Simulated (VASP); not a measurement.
Input of a VASP 6.6.1 run:

File INCAR:

```
SYSTEM = HfO2
ALGO = Fast
EDIFF = 1E-7
EDIFFG = -0.02
ENCUT = 600
GGA = CA
IBRION = 2
ISIF = 3
ISMEAR = -1
KPAR = 8
LASPH = .True.
LCHARG = .False.
LREAL = .False.
LWAVE = .False.
NELM = 100
NSW = 40
PREC = Accurate
SIGMA = 0.05
```

KPOINTS

```
k-points
0
Gamma
  6 6 4
  0 0 0
```

The input POSCAR:

```
HfO2
1.0
    3.6043260000      0.0000000000      0.0000000000
    0.0000000000      3.6043260000      0.0000000000
    0.0000000000      0.0000000000      5.2635560000
Hf O
2 4
Direct
    0.5000000000      0.5000000000      0.5000000000
    0.0000000000      0.0000000000      0.0000000000
    0.0000000000      0.5000000000      0.6932930000
    0.5000000000      0.0000000000      0.8067070000
    0.5000000000      0.0000000000      0.3067070000
    0.0000000000      0.5000000000      0.1932930000
```

Potentials or basis: VASP PAW LDA potentials, release 64 (Hf_pv, O).

Launch:

```bash
$ cat potpaw_LDA.64/Hf_pv/POTCAR potpaw_LDA.64/O/POTCAR > POTCAR
$ mpirun -np 8 vasp_std > vasp.out
```

(1) Estimate the band gap on the k mesh.

(2) What does it give for the relaxed cell?

(3) Estimate the relaxed volume.

Answers

(1) 4.52 eV, indirect (least direct gap 4.65 eV).

(2) a = 3.523 Å, b = 3.523 Å, c = 5.074 Å, α = 90.00°, β = 90.00°, γ = 90.00°.

(3) 10.50 Å³/atom.

Caveat: spin-orbit coupling is left out, which moves the levels of the heavy elements.
